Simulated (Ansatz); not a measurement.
Structure: an 8-atom cell of GeS started from a crystallographic database, at its r2SCAN+rVV10 minimum. Around Ge lie 3 S at 2.42–2.44 Å; around S lie 3 Ge at 2.42–2.44 Å.

Space group Pnma (No. 62). a = 10.608 Å, b = 3.608 Å, c = 4.422 Å, α = 90.00°, β = 90.00°, γ = 90.00°
```csv
atom,site,symmetry,x,y,z
Ge,4c,.m.,0.1251,0.2500,0.1282
S,4c,.m.,0.8472,0.2500,0.5119
```

The questions ask for values computed with the plane-wave code Ansatz on this geometry. (Simulation; no magnetic order is allowed.)

Given (4×8×6 mesh): The r2SCAN gap is direct at Γ: 1.30 eV.

Question: Estimate the gap with r2SCANh on 2×4×4.

Answer: r2SCANh gives a direct gap of 1.77 eV at Γ. The gap differs by +0.47 eV from r2SCAN's.

Question: Estimate the gap with HSE06 on 2×4×4.

Answer: HSE06 gives a direct gap of 1.69 eV at Γ. The gap differs by +0.39 eV from r2SCAN's.

Question: What does DDH-PBE0 give for the gap (2×4×4 mesh)?

Answer: DDH-PBE0 gives a direct gap of 1.52 eV at Γ. The share of exact exchange is 0.085. The gap differs by +0.22 eV from r2SCAN's.

Question: How does the gap change from r2SCAN to PBE0 (2×4×4)?

Answer: The PBE0 gap is direct at Γ: 2.36 eV. The gap differs by +1.06 eV from r2SCAN's.

Question: Order these levels by the gap that they give, smallest first.
A. LDA
B. PBE
C. PBE0
D. r2SCAN
E. HSE06
F. DDH-PBE0
G. r2SCANh

Answer: A (1.01 eV), B (1.10 eV), D (1.30 eV), F (1.52 eV), E (1.69 eV), G (1.77 eV), C (2.36 eV).

Question: Roughly how does the cost of the r2SCANh run (2×4×4) compare with r2SCAN's (4×8×6)?

Answer: About 8 times as much (9 core-minutes against 70 core-seconds, on 4 threads of Arm Neoverse V2, with other jobs on the host).

Question: What are ε∞ and the Born charges with PBE?

Answer: ε∞: 11.76, 12.04 and 11.33 along x, y and z. Born charges, averaged over directions: Ge +2.70, S -2.70 e.

Question: How do the levels compare, in gap and in cost?

Answer: r2SCAN covers 33 % of the step from PBE to HSE06, while HSE06 needs about 6 times r2SCAN's cost (on a coarser mesh). All these functionals give a gap of the same kind, direct.

The meshes of the hybrids are coarse, so their gaps aren't converged to the digits shown.
